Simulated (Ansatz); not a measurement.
**Ti(0001) with 2 layers of random Ti-Au, 2x2: scattering by chemical disorder**

Wanted: resistance against the alloy's length, first Ti(0001) with 2 layers of random Ti-Au, 2x2.

Calculated with Ansatz 0.2.0; Ansatz plane-wave DFT, PBE, PAW files; ballistic transport by layer matching (Landauer), zero bias; PAW set soft_1.

## 1. Starting point

The cell holds 48 atoms: 46 Ti and 2 Au. Its edges and angles: a = 5.900 Å, b = 5.900 Å, c = 28.116 Å, α = 90.0°, β = 90.0°, γ = 120.0°. It derives from Ti. Regions: lead, 40 atoms (40 Ti); scattering region, 8 atoms (6 Ti and 2 Au). The structure is stacked along c, and the current runs across the ab planes.

## 2. With 2 alloy layers

In 2 layers a share of 0.25 of the sites is given to Au at random. The layers about the cell's end stay perfect and serve as the lead. Energies from -0.05 to 0.05 eV in steps of 0.05 eV are too few for the program's thermal sum, so it prints no conductance; for a metal the transmission near the Fermi level serves, at a fraction of the cost.

The input, input.yaml:

```yaml
crystal:
  lattice:
    - [5.9, 0.0, 0.0]
    - [-2.95, 5.1095498823, 0.0]
    - [0.0, 0.0, 28.116]
  atoms:
    - { symbol: Ti, position: [0.1666666667, 0.3333333333, 0.0416666667] }
    - { symbol: Ti, position: [0.1666666667, 0.8333333333, 0.0416666667] }
    - { symbol: Ti, position: [0.6666666667, 0.3333333333, 0.0416666667] }
    - { symbol: Ti, position: [0.6666666667, 0.8333333333, 0.0416666667] }
    - { symbol: Ti, position: [0.3333333333, 0.1666666667, 0.125] }
    - { symbol: Ti, position: [0.3333333333, 0.6666666667, 0.125] }
    - { symbol: Ti, position: [0.8333333333, 0.1666666667, 0.125] }
    - { symbol: Ti, position: [0.8333333333, 0.6666666667, 0.125] }
    - { symbol: Ti, position: [0.1666666667, 0.3333333333, 0.2083333333] }
    - { symbol: Ti, position: [0.1666666667, 0.8333333333, 0.2083333333] }
    - { symbol: Ti, position: [0.6666666667, 0.3333333333, 0.2083333333] }
    - { symbol: Ti, position: [0.6666666667, 0.8333333333, 0.2083333333] }
    - { symbol: Ti, position: [0.3333333333, 0.1666666667, 0.2916666667] }
    - { symbol: Ti, position: [0.3333333333, 0.6666666667, 0.2916666667] }
    - { symbol: Ti, position: [0.8333333333, 0.1666666667, 0.2916666667] }
    - { symbol: Ti, position: [0.8333333333, 0.6666666667, 0.2916666667] }
    - { symbol: Ti, position: [0.1666666667, 0.3333333333, 0.375] }
    - { symbol: Ti, position: [0.1666666667, 0.8333333333, 0.375] }
    - { symbol: Ti, position: [0.6666666667, 0.3333333333, 0.375] }
    - { symbol: Ti, position: [0.6666666667, 0.8333333333, 0.375] }
    - { symbol: Ti, position: [0.3333333333, 0.1666666667, 0.4583333333] }
    - { symbol: Ti, position: [0.3333333333, 0.6666666667, 0.4583333333] }
    - { symbol: Ti, position: [0.8333333333, 0.1666666667, 0.4583333333] }
    - { symbol: Ti, position: [0.8333333333, 0.6666666667, 0.4583333333] }
    - { symbol: Ti, position: [0.1666666667, 0.3333333333, 0.5416666667] }
    - { symbol: Ti, position: [0.1666666667, 0.8333333333, 0.5416666667] }
    - { symbol: Au, position: [0.6666666667, 0.3333333333, 0.5416666667] }
    - { symbol: Au, position: [0.6666666667, 0.8333333333, 0.5416666667] }
    - { symbol: Ti, position: [0.3333333333, 0.1666666667, 0.625] }
    - { symbol: Ti, position: [0.3333333333, 0.6666666667, 0.625] }
    - { symbol: Ti, position: [0.8333333333, 0.1666666667, 0.625] }
    - { symbol: Ti, position: [0.8333333333, 0.6666666667, 0.625] }
    - { symbol: Ti, position: [0.1666666667, 0.3333333333, 0.7083333333] }
    - { symbol: Ti, position: [0.1666666667, 0.8333333333, 0.7083333333] }
    - { symbol: Ti, position: [0.6666666667, 0.3333333333, 0.7083333333] }
    - { symbol: Ti, position: [0.6666666667, 0.8333333333, 0.7083333333] }
    - { symbol: Ti, position: [0.3333333333, 0.1666666667, 0.7916666667] }
    - { symbol: Ti, position: [0.3333333333, 0.6666666667, 0.7916666667] }
    - { symbol: Ti, position: [0.8333333333, 0.1666666667, 0.7916666667] }
    - { symbol: Ti, position: [0.8333333333, 0.6666666667, 0.7916666667] }
    - { symbol: Ti, position: [0.1666666667, 0.3333333333, 0.875] }
    - { symbol: Ti, position: [0.1666666667, 0.8333333333, 0.875] }
    - { symbol: Ti, position: [0.6666666667, 0.3333333333, 0.875] }
    - { symbol: Ti, position: [0.6666666667, 0.8333333333, 0.875] }
    - { symbol: Ti, position: [0.3333333333, 0.1666666667, 0.9583333333] }
    - { symbol: Ti, position: [0.3333333333, 0.6666666667, 0.9583333333] }
    - { symbol: Ti, position: [0.8333333333, 0.1666666667, 0.9583333333] }
    - { symbol: Ti, position: [0.8333333333, 0.6666666667, 0.9583333333] }
kpoints:
  mp_grid: { grid: [4, 4, 1] }
hamiltonian:
  xc: pbe
  pseudopotentials: { kind: paw, azcp: { folder: soft_1 } }
scf:
  occupations: { method: fermi_dirac, width: 0.1 }
output:
  transmission: { leads: [[0, 8]], kmesh: [8, 8], e_range: [-0.05, 0.05], de: 0.05 }
  write_potential: true
  write_density: true
  volumetric_format: npy
```

Started as:

```console
ansatz run input.yaml --threads 4 --pin off --max-ram 15360MiB --backend cpu --events-out ev --progress --plain --runs-dir out
```

Numbers of over 12 decimals in the logs are rounded to 6 here.

What it wrote:

```text
Engine: ansatz 0.2.0, x86_64-unknown-linux-gnu
Pseudopotentials: kind: paw
Pseudopotential: Ti, paw, valence charge 12, recommended cutoff 420 eV (normal), soft_1/Ti.paw.azcp
Pseudopotential: Au, paw, valence charge 19, recommended cutoff 420 eV (normal), soft_1/Au.paw.azcp
Functional definition: PBE
  parameter kappa = 0.804
  parameter beta = 0.066725
  exchange = pbe_x(kappa = kappa, mu = beta*pi^2/3)
  correlation = pbe_c(beta = beta)
Crystal: 48 atoms, lattice volume = 847.595 Å³
Basis set: ecut = 420 eV, 16425 PW (Γ)
Bands: 354, of which v1, the nominal top of the filled ones, is band 295 counted from 1 (294 counted from 0)
Symmetry: 8 space group operations
Space group: Pmm2 (ITA 25), of the structure as read, at distance tolerance 9.5e-5 Å
k-points: 7 of 16 (time reversal used)
Non-local potential: Ti, projectors of the file, l = 0: 3, l = 1: 2, l = 2: 3, l = 3: 1
Non-local potential: Au, projectors of the file, l = 0: 3, l = 1: 2, l = 2: 2, l = 3: 1
PAW form: soft (Blöchl's): semilocal exchange-correlation on the pseudo side does not see the compensation charge
PAW one-centre angular grid: Ti, 590 points (default); XC on 64 Gauss nodes
PAW one-centre angular grid: Au, 590 points (default); XC on 64 Gauss nodes
Initial density: superposition of atomic densities (chi_scale 0.1, normalization cell, long waves of neutral atoms (reshape's long-wave potential 10.43 eV rms, cloud 2.96 Å wide))
Initial wavefunctions: pseudopotential atomic-orbital guess
Functional: x = pbe(κ = 0.804, μ = 0.219515), c = pbe(β = 0.066725)
SCF iter   1: F=—  HF=-141457.382635 eV  |F-HF|=—  |Δ(HF+E_count)|=         —  Δρ=2.31e-1  dr2=4.70e3  ethr=3.10e-3  ⟨swp⟩=7.6  Hψ=9352  notcnv=0
preconditioner: auto → Kerker (q_TF=auto, 2.568 Å⁻¹)  [metal: Δε(μ)=0.001 eV  Ē_g=2.605 eV  σ=0.100 eV  W_gap=0.00  n_scr=268 (ndim 8)  ℏωp=18.3 eV  f_vac=0.000  D(μ)=76.99/eV (n_scr^D=948)]
SCF iter   2: F=—  HF=-141299.306231 eV  |F-HF|=—  |Δ(HF+E_count)|=    1.58e2  Δρ=7.31e-2  dr2=1.07e2  ethr=3.10e-3  ⟨swp⟩=23.4  Hψ=30262  notcnv=0  defer=27
SCF iter   3: F=—  HF=-141291.491197 eV  |F-HF|=—  |Δ(HF+E_count)|=    7.82e0  Δρ=3.21e-2  dr2=3.03e1  ethr=3.10e-3  ⟨swp⟩=5.7  Hψ=5916  notcnv=0  defer=14
SCF iter   4: F=—  HF=-141289.505062 eV  |F-HF|=—  |Δ(HF+E_count)|=    1.99e0  Δρ=8.77e-3  dr2=3.44e0  ethr=3.10e-3  ⟨swp⟩=7.4  Hψ=7400  notcnv=0  defer=7
SCF iter   5: F=—  HF=-141289.209018 eV  |F-HF|=—  |Δ(HF+E_count)|=   2.96e-1  Δρ=2.37e-3  dr2=2.05e-1  ethr=5.84e-4  ⟨swp⟩=6.9  Hψ=5087  notcnv=0  defer=21
SCF iter   6: F=—  HF=-141289.179455 eV  |F-HF|=—  |Δ(HF+E_count)|=   2.96e-2  Δρ=1.04e-3  dr2=9.25e-2  ethr=3.47e-5  ⟨swp⟩=5.7  Hψ=5566  notcnv=0  defer=6
SCF iter   7: F=—  HF=-141289.177470 eV  |F-HF|=—  |Δ(HF+E_count)|=   1.99e-3  Δρ=5.57e-4  dr2=1.71e-2  ethr=1.57e-5  ⟨swp⟩=4.6  Hψ=3346  notcnv=0  defer=2
SCF iter   8: F=—  HF=-141289.176237 eV  |F-HF|=—  |Δ(HF+E_count)|=   1.23e-3  Δρ=1.25e-4  dr2=8.95e-4  ethr=2.90e-6  ⟨swp⟩=3.6  Hψ=3761  notcnv=0  defer=1
SCF iter   9: F=—  HF=-141289.176146 eV  |F-HF|=—  |Δ(HF+E_count)|=   9.03e-5  Δρ=4.18e-5  dr2=5.28e-5  ethr=1.52e-7  ⟨swp⟩=5.7  Hψ=4232  notcnv=0
SCF iter  10: F=—  HF=-141289.177506 eV  |F-HF|=—  |Δ(HF+E_count)|=   1.36e-3  Δρ=8.55e-6  dr2=2.53e-6  ethr=8.95e-9  ⟨swp⟩=6.1  Hψ=5957  notcnv=0
SCF iter  11: F=-141289.177506 eV  HF=-141289.177506 eV  |F-HF|=5.88e-8  |Δ(HF+E_count)|=   2.31e-7  Δρ=2.29e-6  dr2=8.19e-8  ethr=1.69e-11  ⟨swp⟩=17.7  Hψ=16015  notcnv=0
SCF 1 converged in 11 iterations: F = -141289.177506 eV  dr2 = 8.19e-8
  greatest PAW one-centre occupation: 1.000 electrons in one spin orbital (limit 2), on the Au atom at site 27 (counted from 0), in its partial waves of l = 0
transmission: 81 of 735 steps passed
transmission: 150 of 735 steps passed
[...]
transmission: 735 of 735 steps passed
SCF converged after 11 iterations
Free energy (F): -141289.177506 eV
Harris-Foulkes:  -141289.177506 eV  (|F-HF|=5.88e-8)
Internal energy: -141287.211036 eV  (E = F + TS)
E sigma→0 (E₀):  -141288.194271 eV
Entropy (-TS):   -1.966470 eV (-40.968 meV/atom)
Fermi energy:    13.301104 eV
--- Per-component energies (eV) ---
  E_band       = -7992.384711
  E_kinetic    = 14059.827931
  E_local      = -46939.601888  (includes V_loc(G=0)·N_el)
  E_nonlocal   = 2968.279608
  E_hartree    = 18949.885921
  E_xc         = -5767.612603
  E_vxc        = -7205.260313  (∫ρ·V_xc dr)
  E_paw        = -67393.128352  (= ΣΔE_a)
  E_vpaw       = -8775.404082  (= ΣTr[D̂ρ^β])
  E_aug_tail   = -0.000491  (compensation charges beyond the density's cutoff)
  E_ewald      = -57164.861162
  E_smearing   = -1.966470  (= −TS)
  E_closure    = -0.000000  (closes the sum)
  Σ components = -141289.177506   (vs F -141289.177506, Δ=0.00e0)
--- Band table (eV; the first three rows and the last of 7) ---
  k-point 0: bands = [... 291 lower, 13.7559, 13.7916, 13.8451, 13.8506, 13.8557, 13.8834, 13.8951, 13.9235, ... 55 higher]
  k-point 1: bands = [... 291 lower, 13.3828, 13.5655, 13.5783, 13.5789, 13.5801, 13.5936, 13.6002, 13.6415, ... 55 higher]
  k-point 2: bands = [... 291 lower, 13.0565, 13.1577, 13.1577, 13.2009, 13.2009, 13.2390, 13.2390, 13.2512, ... 55 higher]
  k-point 6: bands = [... 291 lower, 13.0458, 13.0739, 13.0933, 13.1456, 13.1561, 13.2290, 13.2305, 13.2859, ... 55 higher]
--- Transmission ---
  basis      : 253 plane waves across, 35 finite elements along
  points     : 21, standing for a mesh of 8 x 8
  energies   : 3 from -0.050000 to 0.050000 eV about the Fermi level, 0.050000 eV apart; the leads are filled to 0.000000 eV, and channels, transmission and decay are at 0.000000 eV
  crystal 0  : Ti8, at the sites [0, 8], period 4.6860 Å, over 25.77 Å; its Hamiltonian steps by up to 10.0 meV
    offset         : up to 0.0000 Å between an atom of the period and one for which it stands
    channels       : 2.656250e0 a spin
    conductance    : none, the energies end too early or step too widely for 300 K: set another output.transmission.e_range or a lower de, or, where they end at an eighth of basis.ecutwfc, a higher one
  junction   : crystal 0 to crystal 0, 1.64 to 25.07 Å
    transmission   : 1.226711e0 a spin
    conductance    : none, the energies end too early or step too widely for 300 K: set another output.transmission.e_range or a lower de, or, where they end at an eighth of basis.ecutwfc, a higher one
```

Wall time 7.8 min (4 threads of Intel Xeon Platinum 8259CL at 2.50GHz (Skylake/Cascade Lake), shared host); peak memory 5.8 GiB; 28 min of CPU time.

Numbers from this step:

```
free energy                                    : -141289.1775 eV
energy at zero smearing                        : -141288.1943 eV
Fermi energy                                   : 13.30 eV
cell area                                      : 30.15 Å²
transmission per spin nearest the Fermi level  : 1.227
open channels per spin nearest the Fermi level : 2.656
step of the lead's potential                   : 10 meV
```

Per spin. Table of transmission, zone mean by energy, zero at the Fermi level:

| energy (eV) | transmission, zone mean |
| --- | --- |
| -0.0500 | 1.09 |
| 0.0000 | 1.23 |
| 0.0500 | 1.29 |

Per spin. The open channels, zone mean, lead by energy, zero at the Fermi level:

| energy (eV) | open channels, zone mean, lead |
| --- | --- |
| -0.0500 | 2.25 |
| 0.0000 | 2.66 |
| 0.0500 | 3.22 |

Transmission over k1 and k2. At 0.0000 eV from the Fermi level.

Values, 8 rows by 8 columns:
```
1.12 1.69 1.45 1.45 1.69 1.12 1.03 1.03
0.75 1.40 0.96 0.81 0.96 1.40 0.75 1.22
1.56 2.05 0.49 0.89 0.89 0.49 2.05 1.56
1.85 2.03 0.39 0.48 0.13 0.48 0.39 2.03
1.56 1.56 2.05 0.49 0.89 0.89 0.49 2.05
0.75 1.22 0.75 1.40 0.96 0.81 0.96 1.40
1.12 1.03 1.03 1.12 1.69 1.45 1.45 1.69
3.06 1.51 0.47 1.51 3.06 1.51 0.47 1.51
```
Columns: k1 (b1) from -0.5 to 0.375; rows upwards: k2 (b2) from -0.5 to 0.375.

Open channels over k1 and k2. At 0.0000 eV from the Fermi level.

Values, 8 rows by 8 columns:
```
2.00 6.00 3.00 3.00 6.00 2.00 2.00 2.00
2.00 3.00 2.00 2.00 2.00 3.00 2.00 2.00
2.00 3.00 2.00 2.00 2.00 2.00 3.00 2.00
4.00 6.00 2.00 2.00 2.00 2.00 2.00 6.00
2.00 2.00 3.00 2.00 2.00 2.00 2.00 3.00
2.00 2.00 2.00 3.00 2.00 2.00 2.00 3.00
2.00 2.00 2.00 2.00 6.00 3.00 3.00 6.00
4.00 2.00 2.00 2.00 4.00 2.00 2.00 2.00
```
Columns: k1 (b1) from -0.5 to 0.375; rows upwards: k2 (b2) from -0.5 to 0.375.

Over the solved energies the transmission per spin lies between 1.09 and 1.29, out of 2.71 channels of the lead on average (up to 3.22).

## 3. With 6 alloy layers

In 6 layers a share of 0.25 of the sites is given to Au at random. A fresh draw is used; the growth of the resistance with length is what counts.

System of this step: Ti(0001) with 6 layers of random Ti-Au, 2x2. The cell holds 64 atoms: 58 Ti and 6 Au. Cell: a = 5.900 Å, b = 5.900 Å, c = 37.488 Å, α = 90.0°, β = 90.0°, γ = 120.0°. It derives from Ti. Regions: lead, 40 atoms (40 Ti); scattering region, 24 atoms (18 Ti and 6 Au). The structure is stacked along c, and the current runs across the ab planes.

The input, input.yaml:

```yaml
crystal:
  lattice:
    - [5.9, 0.0, 0.0]
    - [-2.95, 5.1095498823, 0.0]
    - [0.0, 0.0, 37.488]
  atoms:
    - { symbol: Ti, position: [0.1666666667, 0.3333333333, 0.03125] }
    - { symbol: Ti, position: [0.1666666667, 0.8333333333, 0.03125] }
    - { symbol: Ti, position: [0.6666666667, 0.3333333333, 0.03125] }
    - { symbol: Ti, position: [0.6666666667, 0.8333333333, 0.03125] }
    - { symbol: Ti, position: [0.3333333333, 0.1666666667, 0.09375] }
    - { symbol: Ti, position: [0.3333333333, 0.6666666667, 0.09375] }
    - { symbol: Ti, position: [0.8333333333, 0.1666666667, 0.09375] }
    - { symbol: Ti, position: [0.8333333333, 0.6666666667, 0.09375] }
    - { symbol: Ti, position: [0.1666666667, 0.3333333333, 0.15625] }
    - { symbol: Ti, position: [0.1666666667, 0.8333333333, 0.15625] }
    - { symbol: Ti, position: [0.6666666667, 0.3333333333, 0.15625] }
    - { symbol: Ti, position: [0.6666666667, 0.8333333333, 0.15625] }
    - { symbol: Ti, position: [0.3333333333, 0.1666666667, 0.21875] }
    - { symbol: Ti, position: [0.3333333333, 0.6666666667, 0.21875] }
    - { symbol: Ti, position: [0.8333333333, 0.1666666667, 0.21875] }
    - { symbol: Ti, position: [0.8333333333, 0.6666666667, 0.21875] }
    - { symbol: Ti, position: [0.1666666667, 0.3333333333, 0.28125] }
    - { symbol: Ti, position: [0.1666666667, 0.8333333333, 0.28125] }
    - { symbol: Ti, position: [0.6666666667, 0.3333333333, 0.28125] }
    - { symbol: Ti, position: [0.6666666667, 0.8333333333, 0.28125] }
    - { symbol: Ti, position: [0.3333333333, 0.1666666667, 0.34375] }
    - { symbol: Au, position: [0.3333333333, 0.6666666667, 0.34375] }
    - { symbol: Ti, position: [0.8333333333, 0.1666666667, 0.34375] }
    - { symbol: Ti, position: [0.8333333333, 0.6666666667, 0.34375] }
    - { symbol: Ti, position: [0.1666666667, 0.3333333333, 0.40625] }
    - { symbol: Ti, position: [0.1666666667, 0.8333333333, 0.40625] }
    - { symbol: Ti, position: [0.6666666667, 0.3333333333, 0.40625] }
    - { symbol: Ti, position: [0.6666666667, 0.8333333333, 0.40625] }
    - { symbol: Au, position: [0.3333333333, 0.1666666667, 0.46875] }
    - { symbol: Ti, position: [0.3333333333, 0.6666666667, 0.46875] }
    - { symbol: Ti, position: [0.8333333333, 0.1666666667, 0.46875] }
    - { symbol: Ti, position: [0.8333333333, 0.6666666667, 0.46875] }
    - { symbol: Au, position: [0.1666666667, 0.3333333333, 0.53125] }
    - { symbol: Au, position: [0.1666666667, 0.8333333333, 0.53125] }
    - { symbol: Ti, position: [0.6666666667, 0.3333333333, 0.53125] }
    - { symbol: Au, position: [0.6666666667, 0.8333333333, 0.53125] }
    - { symbol: Au, position: [0.3333333333, 0.1666666667, 0.59375] }
    - { symbol: Ti, position: [0.3333333333, 0.6666666667, 0.59375] }
    - { symbol: Ti, position: [0.8333333333, 0.1666666667, 0.59375] }
    - { symbol: Ti, position: [0.8333333333, 0.6666666667, 0.59375] }
    - { symbol: Ti, position: [0.1666666667, 0.3333333333, 0.65625] }
    - { symbol: Ti, position: [0.1666666667, 0.8333333333, 0.65625] }
    - { symbol: Ti, position: [0.6666666667, 0.3333333333, 0.65625] }
    - { symbol: Ti, position: [0.6666666667, 0.8333333333, 0.65625] }
    - { symbol: Ti, position: [0.3333333333, 0.1666666667, 0.71875] }
    - { symbol: Ti, position: [0.3333333333, 0.6666666667, 0.71875] }
    - { symbol: Ti, position: [0.8333333333, 0.1666666667, 0.71875] }
    - { symbol: Ti, position: [0.8333333333, 0.6666666667, 0.71875] }
    - { symbol: Ti, position: [0.1666666667, 0.3333333333, 0.78125] }
    - { symbol: Ti, position: [0.1666666667, 0.8333333333, 0.78125] }
    - { symbol: Ti, position: [0.6666666667, 0.3333333333, 0.78125] }
    - { symbol: Ti, position: [0.6666666667, 0.8333333333, 0.78125] }
    - { symbol: Ti, position: [0.3333333333, 0.1666666667, 0.84375] }
    - { symbol: Ti, position: [0.3333333333, 0.6666666667, 0.84375] }
    - { symbol: Ti, position: [0.8333333333, 0.1666666667, 0.84375] }
    - { symbol: Ti, position: [0.8333333333, 0.6666666667, 0.84375] }
    - { symbol: Ti, position: [0.1666666667, 0.3333333333, 0.90625] }
    - { symbol: Ti, position: [0.1666666667, 0.8333333333, 0.90625] }
    - { symbol: Ti, position: [0.6666666667, 0.3333333333, 0.90625] }
    - { symbol: Ti, position: [0.6666666667, 0.8333333333, 0.90625] }
    - { symbol: Ti, position: [0.3333333333, 0.1666666667, 0.96875] }
    - { symbol: Ti, position: [0.3333333333, 0.6666666667, 0.96875] }
    - { symbol: Ti, position: [0.8333333333, 0.1666666667, 0.96875] }
    - { symbol: Ti, position: [0.8333333333, 0.6666666667, 0.96875] }
kpoints:
  mp_grid: { grid: [4, 4, 1] }
hamiltonian:
  xc: pbe
  pseudopotentials: { kind: paw, azcp: { folder: soft_1 } }
scf:
  occupations: { method: fermi_dirac, width: 0.1 }
output:
  transmission: { leads: [[0, 8]], kmesh: [8, 8], e_range: [-0.05, 0.05], de: 0.05 }
  write_potential: true
  write_density: true
  volumetric_format: npy
```

What it wrote:

```text
[...]
Crystal: 64 atoms, lattice volume = 1130.126 Å³
Basis set: ecut = 420 eV, 21905 PW (Γ)
Bands: 486, of which v1, the nominal top of the filled ones, is band 405 counted from 1 (404 counted from 0)
Symmetry: 2 space group operations
[...]
k-points: 7 of 16 (time reversal used)
[...]
SCF iter   1: F=—  HF=-224309.153986 eV  |F-HF|=—  |Δ(HF+E_count)|=         —  Δρ=3.48e-1  dr2=2.28e4  ethr=3.10e-3  ⟨swp⟩=8.1  Hψ=13852  notcnv=0
[...]
SCF iter  13: F=-223892.643142 eV  HF=-223892.643142 eV  |F-HF|=1.08e-8  |Δ(HF+E_count)|=   1.89e-8  Δρ=9.18e-7  dr2=1.57e-8  ethr=1.23e-11  ⟨swp⟩=19.6  Hψ=16929  notcnv=0
SCF 1 converged in 13 iterations: F = -223892.643142 eV  dr2 = 1.57e-8
[...]
transmission: 106 of 987 steps passed
transmission: 200 of 987 steps passed
[...]
transmission: 987 of 987 steps passed
SCF converged after 13 iterations
Free energy (F): -223892.643142 eV
[...]
Internal energy: -223889.982869 eV  (E = F + TS)
E sigma→0 (E₀):  -223891.313006 eV
Entropy (-TS):   -2.660273 eV (-41.567 meV/atom)
Fermi energy:    13.667815 eV
[...]
--- Band table (eV; the first three rows and the last of 7) ---
  k-point 0: bands = [... 401 lower, 13.9429, 14.0390, 14.1067, 14.1273, 14.1578, 14.2135, 14.2209, 14.2232, ... 77 higher]
  k-point 1: bands = [... 401 lower, 13.7437, 13.7758, 13.8657, 13.9273, 13.9325, 13.9499, 13.9572, 13.9615, ... 77 higher]
  k-point 2: bands = [... 401 lower, 13.4647, 13.4750, 13.5100, 13.5580, 13.5726, 13.5984, 13.6055, 13.6533, ... 77 higher]
  k-point 6: bands = [... 401 lower, 13.4723, 13.4925, 13.5256, 13.5460, 13.5609, 13.5801, 13.6321, 13.6426, ... 77 higher]
--- Transmission ---
  basis      : 253 plane waves across, 47 finite elements along
  points     : 21, standing for a mesh of 8 x 8
[...]
channels       : 2.656250e0 a spin
[...]
junction   : crystal 0 to crystal 0, -0.70 to 32.10 Å
    transmission   : 6.888444e-1 a spin
[...]
```

It took 13 min on 4 threads; peak memory 9.1 GiB.

This step gave:

| Property | Result |
| --- | --- |
| free energy | -223892.6431 eV |
| energy at zero smearing | -223891.3130 eV |
| Fermi energy | 13.67 eV |
| transmission per spin nearest the Fermi level | 0.6888 |
| step of the lead's potential | 7.4 meV |

Per spin. The transmission, zone mean by energy, zero at the Fermi level:

| energy (eV) | transmission, zone mean |
| --- | --- |
| -0.0500 | 0.584 |
| 0.0000 | 0.689 |
| 0.0500 | 0.927 |

Over the solved energies the transmission per spin lies between 0.584 and 0.927, out of 2.71 channels of the lead on average (up to 3.22).

(Continued in part 2 of 2.)

[Logs are printed without paths, hosts, clocks, repeated set-up lines and the standing remarks that a program may print on its own settings, such as how far it seeks lower states.]

[Hosts, paths, dates, database ids (printed as entryN), source tags and the programs' standing remarks are cut or masked in the printed files.]
